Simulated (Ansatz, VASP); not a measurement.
## One calculation of Mg, two programs

```xyz
2
Lattice="2.8512 0.0000 0.0000 -1.4256 2.4692 0.0000 0.0000 0.0000 4.6044" Properties=species:S:1:pos:R:3 pbc="T T T"
Mg    0.0000    1.6461    1.1511
Mg    1.4256    0.8231    3.4533
```

Alike in both runs: task relaxation of shape and atoms at fixed volume; functional PBEsol; k mesh 18 × 18 × 10; occupations gaussian, width 0.05 eV; no spin polarisation.

```csv
,VASP,Ansatz
version,VASP 6.6.1,Ansatz 0.2.0
potentials or method,"VASP PAW PBE potentials, release 64 (Mg)","scalar-relativistic, plane waves, PAW"
plane-wave cutoff (eV),600,420
valence electrons in the cell,4,20
```

|  | VASP | Ansatz | Ansatz less VASP |
| --- | --- | --- | --- |
| gap on the k mesh at the Fermi level, each at its own relaxed structure (eV) | none | none | - |
| relaxed volume (Å³/atom) | 16.21 | 16.21 | 0.000 |
| relaxed cell length with the largest relative difference (Å) | 2.851 | 2.851 | 0.0000 |

A gap of «none» marks a metal or a gap that the smearing closes. The two sets of potentials don't hold the same shells in valence.

Caveats: the relaxation stopped at its first step, so nothing moved; the PAW data sets were made with another functional, which shifts forces and pressure a little (VASP).
